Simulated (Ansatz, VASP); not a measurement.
Nb: VASP beside Ansatz

File INCAR:

```
PREC = Accurate
ENCUT = 520
EDIFF = 1E-6
ISMEAR = -1
SIGMA = 0.1
LREAL = False
LASPH = True
NELM = 100
ALGO = Normal
ISIF = 2
LWAVE = False
LCHARG = False
GGA = B5
ALDAX = 1.0
AGGAX = 1.0
AGGAC = 1.0
ALDAC = 0.0
NBANDS = 20
```

File KPOINTS:

```
Automatic mesh
0
Gamma
  14 14 7
```

File POSCAR:

```
Nb
1.0
    2.8163420172      0.0000000000      0.0000000000
   -1.4081710086      2.4390237327      0.0000000000
    0.0000000000      0.0000000000      5.2085411280
Nb
2
Direct
    0.3333333333      0.6666666667      0.2500000000
    0.6666666667      0.3333333333      0.7500000000
```

Input for Ansatz:

```yaml
crystal:
  lattice:
    - [2.8163420172, 0.0, 0.0]
    - [-1.4081710086, 2.4390237327, 0.0]
    - [0.0, 0.0, 5.208541128]
  atoms:
    - { symbol: Nb, position: [0.3333333333, 0.6666666667, 0.25] }
    - { symbol: Nb, position: [0.6666666667, 0.3333333333, 0.75] }
hamiltonian:
  xc: blyp
  pseudopotentials:
    kind: paw
    azcp:
      Nb: "pseudopotentials/Nb.paw.azcp"
basis:
  ecutwfc: 420
  fft_grid_basis: typed
kpoints:
  mp_grid: { grid: [14, 14, 7], shift: [0, 0, 0] }
magnetization:
  spin_polarized: false
scf:
  occupations: { method: fermi_dirac, width: 0.1 }
  lower_state_search: "off"
output:
  stress: true
```

Alike in both runs: task single point; functional BLYP; k mesh 14 × 14 × 7; occupations fermi-dirac, width 0.1 eV; no spin polarisation.

|  | VASP | Ansatz |
| --- | --- | --- |
| version | VASP 6.6.1 | Ansatz 0.2.0 |
| potentials or method | VASP PAW PBE potentials, release 64 (Nb_sv) | plane waves (420 eV) with PAW, scalar-relativistic |
| plane-wave cutoff (eV) | 520 | 420 |
| valence electrons in the cell | 26 | 26 |

|  | VASP | Ansatz | Ansatz less VASP |
| --- | --- | --- | --- |
| pressure (GPa) | 14.2 | 14.3 | +0.08 |
| largest component of the traceless stress (GPa) | 0.82 | 0.87 | +0.049 |

With one functional, cell and mesh, what is left measures potentials, basis and numerics.

Caveats: the PAW data sets were made with another functional, which shifts forces and pressure a little (VASP).
